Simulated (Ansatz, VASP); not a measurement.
# KF: VASP beside Ansatz

File POSCAR:

```
KF
1.0
    0.0000000000      2.7109365658      2.7109365658
    2.7109365658      0.0000000000      2.7109365658
    2.7109365658      2.7109365658      0.0000000000
K F
1 1
Direct
    0.0000000000      0.0000000000      0.0000000000
    0.5000000000      0.5000000000      0.5000000000
```

The input INCAR.step1:

```
SYSTEM = KF
  PREC = Accurate
  ENCUT = 520
  ISMEAR = 0
  SIGMA = 0.02
  LREAL = .False.
  LASPH = .True.
  NELM = 80
  NBANDS = 15
  GGA = PE
  ALGO = Normal
  EDIFF = 1E-4
  LWAVE = .True.
  LCHARG = .False.
```

Contents of INCAR.step2:

```
SYSTEM = KF
  PREC = Accurate
  ENCUT = 520
  EDIFF = 1E-6
  ISMEAR = 0
  SIGMA = 0.02
  LREAL = .False.
  LASPH = .True.
  NELM = 80
  ALGO = Normal
  ISIF = 2
  LWAVE = .False.
  LCHARG = .True.
  METAGGA = R2SCAN
  LMIXTAU = .True.
  LELF = .True.
  LVHAR = .True.
  NBANDS = 15
  ISTART = 1
```

File KPOINTS:

```
Automatic mesh
0
Gamma
  8 8 8
  0 0 0
```

Input for Ansatz:

```yaml
crystal:
  lattice:
    - [0.0, 2.7109365658, 2.7109365658]
    - [2.7109365658, 0.0, 2.7109365658]
    - [2.7109365658, 2.7109365658, 0.0]
  atoms:
    - { symbol: K, position: [0.0, 0.0, 0.0] }
    - { symbol: F, position: [0.5, 0.5, 0.5] }
basis:
  ecutwfc: 500
kpoints:
  mp_grid: { grid: [8, 8, 8] }
hamiltonian:
  xc: r2scan
scf:
  occupations: { method: gaussian, width: 0.02 }
output:
  forces: true
  stress: true
  eigenvalues: true
```

Alike in both runs: task single point; functional r2SCAN; k mesh 8 × 8 × 8; occupations gaussian, width 0.02 eV; no spin polarisation.

```csv
,VASP,Ansatz
version,VASP 6.6.1,Ansatz 0.2.0
potentials or method,"VASP PAW PBE potentials, release 64 (K_sv, F)","scalar-relativistic, plane waves, PAW"
plane-wave cutoff (eV),520,500
valence electrons in the cell,16,16
```

```tsv
	VASP	Ansatz	Ansatz less VASP
gap on the k mesh at the Fermi level (eV)	6.60	6.60	+0.001
least direct gap on the mesh (eV)	6.60	6.60	+0.001
pressure (GPa)	-1.8	-1.8	+0.05
```

Caveats: the PAW data sets were made with another functional, which shifts forces and pressure a little (VASP). r2SCAN opens gaps a little over a GGA but as a rule still falls short of measured ones. A k mesh can miss the band edges.
